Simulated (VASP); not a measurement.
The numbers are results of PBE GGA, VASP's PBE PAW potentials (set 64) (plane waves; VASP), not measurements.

The input files of a VASP run:

File KPOINTS:
```
kpoints
0
G
 7 7 7
```

**INCAR**
```
! general
SYSTEM   =  SrF2
PREC     =  Accurate
ENCUT    =  520   ! plane-wave cut-off (eV)
LREAL    =  F   ! projection in real space or not
LASPH    =  T

! electronic loop
EDIFF    =  1E-7   ! SCF stop (eV)
NELM     =  100   ! most electronic steps
ALGO     =  Normal   ! blocked Davidson
LMAXMIX  =  4   ! l cut-off of mixed one-centre charges

! smearing
ISMEAR   =  -5

! functional
GGA      =  PE

! ions
ISIF     =  2   ! forces and stress, cell fixed

! output
LWAVE    =  F
LCHARG   =  T
LORBIT   =  11
NEDOS    =  601   ! DOS grid

! other
LEFG     =  T
```

### POSCAR
```
SrF2
1
    0.0000000000     2.9333246790     2.9333246790
    2.9333246790     0.0000000000     2.9333246790
    2.9333246790     2.9333246790     0.0000000000
Sr F
1 2
Direct
  0.0000000000   0.0000000000   0.0000000000
  0.2500000000   0.2500000000   0.2500000000
  0.7500000000   0.7500000000   0.7500000000
```

POTCAR, in this order: Sr_sv F (PBE.64 set). Program: vasp_std.

Output of the run:

### OSZICAR
```
       N       E                     dE             d eps       ncg     rms          rms(c)
DAV:   1     0.155304263172E+03    0.15530E+03   -0.14171E+04   640   0.146E+03
DAV:   2    -0.123017457767E+02   -0.16761E+03   -0.16653E+03   824   0.318E+02
DAV:   3    -0.184551582579E+02   -0.61534E+01   -0.61460E+01   904   0.645E+01
DAV:   4    -0.186288899575E+02   -0.17373E+00   -0.17372E+00   896   0.838E+00
DAV:   5    -0.186319479756E+02   -0.30580E-02   -0.30580E-02   880   0.957E-01    0.146E+01
DAV:   6    -0.170457550856E+02    0.15862E+01   -0.84374E+00   640   0.201E+01    0.124E+01
DAV:   7    -0.170435514569E+02    0.22036E-02   -0.21755E-01   888   0.409E+00    0.654E+00
DAV:   8    -0.170631955059E+02   -0.19644E-01   -0.41970E-02   824   0.254E+00    0.542E-01
DAV:   9    -0.170707854276E+02   -0.75899E-02   -0.10431E-02   840   0.726E-01    0.355E-01
DAV:  10    -0.170721780204E+02   -0.13926E-02   -0.13753E-03   688   0.285E-01    0.884E-02
DAV:  11    -0.170723635399E+02   -0.18552E-03   -0.16595E-04   760   0.898E-02    0.193E-02
DAV:  12    -0.170723843141E+02   -0.20774E-04   -0.33703E-05   752   0.404E-02    0.208E-02
DAV:  13    -0.170723839938E+02    0.32031E-06   -0.30215E-06   792   0.142E-02    0.329E-03
DAV:  14    -0.170723839822E+02    0.11543E-07   -0.33037E-07   656   0.472E-03
   1 F= -.17072384E+02 E0= -.17072384E+02  d E =0.000000E+00
```

### OUTCAR
```
------------------------ aborting loop because EDIFF is reached ----------------------------------------
  FORCE on cell =-STRESS in cart. coord.  units (eV):
  Direction    XX          YY          ZZ          XY          YZ          ZX
  --------------------------------------------------------------------------------------
  Total       -0.0218323     -0.0218323     -0.0218323      0.0000000      0.0000000     -0.0000000
  in kB       -0.6929470     -0.6929470     -0.6929470      0.0000000      0.0000000     -0.0000000
  external PRESSURE =      -0.6929470 kB  Pullay stress =       0.0000000 kB
  volume of cell :       50.48
      direct lattice vectors                 reciprocal lattice vectors
     0.000000000  2.933324679  2.933324679    -0.170455048  0.170455048  0.170455048
     2.933324679  0.000000000  2.933324679     0.170455048 -0.170455048  0.170455048
     2.933324679  2.933324679  0.000000000     0.170455048  0.170455048 -0.170455048
 POSITION                                       TOTAL-FORCE (eV/Angst)
 -----------------------------------------------------------------------------------
      0.00000      0.00000      0.00000        -0.000000     -0.000000     -0.000000
      1.46666      1.46666      1.46666         0.000000      0.000000      0.000000
      4.39999      4.39999      4.39999        -0.000000     -0.000000     -0.000000
 -----------------------------------------------------------------------------------
    total drift:                                0.000000     -0.000000      0.000000
  FREE ENERGIE OF THE ION-ELECTRON SYSTEM (eV)
  ---------------------------------------------------
  free  energy   TOTEN  =       -17.0723839822 eV

  energy  without entropy=      -17.0723839822  energy(sigma->0) =      -17.07238398

 total charge

# of ion       s       p       d       tot
------------------------------------------
    1        1.996   5.799   0.168   7.963
    2        1.733   4.373   0.000   6.106
    3        1.733   4.373   0.000   6.106
--------------------------------------------------
tot          5.461  14.546   0.168  20.175

 Electric field gradients after diagonalization (V/A^2)
 (convention: |V_zz| > |V_xx| > |V_yy|)
----------------------------------------------------------------------
 ion       V_xx      V_yy      V_zz     asymmetry (V_yy - V_xx)/ V_zz
----------------------------------------------------------------------
   1      -0.000    -0.000     0.000       0.000
   2       0.000     0.000    -0.001       0.000
   3       0.000     0.000    -0.001       0.000
```
(Selected blocks of OUTCAR.)

The compound is SrF2 in the fluorite structure. It was relaxed first.
